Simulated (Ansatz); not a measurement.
The system is MoS2.

```xyz
3
Lattice="1.5800 0.9122 6.1500 -1.5800 0.9122 6.1500 0.0000 -1.8244 6.1500" Properties=species:S:1:pos:R:3 pbc="T T T"
Mo    0.0000    0.0000    0.0000
S     0.0000    0.0000    7.6936
S     0.0000    0.0000    4.6125
```

Measurements of this composition are mostly on another form, of space group No. 194.

Base run:

| Item | Value |
| --- | --- |
| Program | Ansatz 0.2.0 |
| Functional | PBEsol |
| Potentials or basis | Ansatz PAW |
| Cutoff | 420 eV (not typed: the program's choice for these potentials) |
| k mesh | 10 × 10 × 10 |
| Occupations | fermi-dirac, width 0.05 eV |
| Spin | no spin polarisation |
| Hubbard terms | Mo d U = 8 eV |

Its results: band gap on the k mesh 0.75 eV, indirect (least direct gap 1.07 eV); pressure 1.8 GPa; largest force 0.196 eV/Å.

Question: The run is repeated on the same cell with these changes: hubbard terms from Mo d U = 8 eV to Mo d U = 2 eV. What comes out?

Answer: Band gap on the k mesh 0.95 eV, indirect (least direct gap 1.89 eV); pressure 0.3 GPa; largest force 0.251 eV/Å.

Caveats: the PAW data sets come from PBE, with cores solved anew for the run's functional, which leaves a small shift of forces and pressure.

A k mesh can miss the band edges.
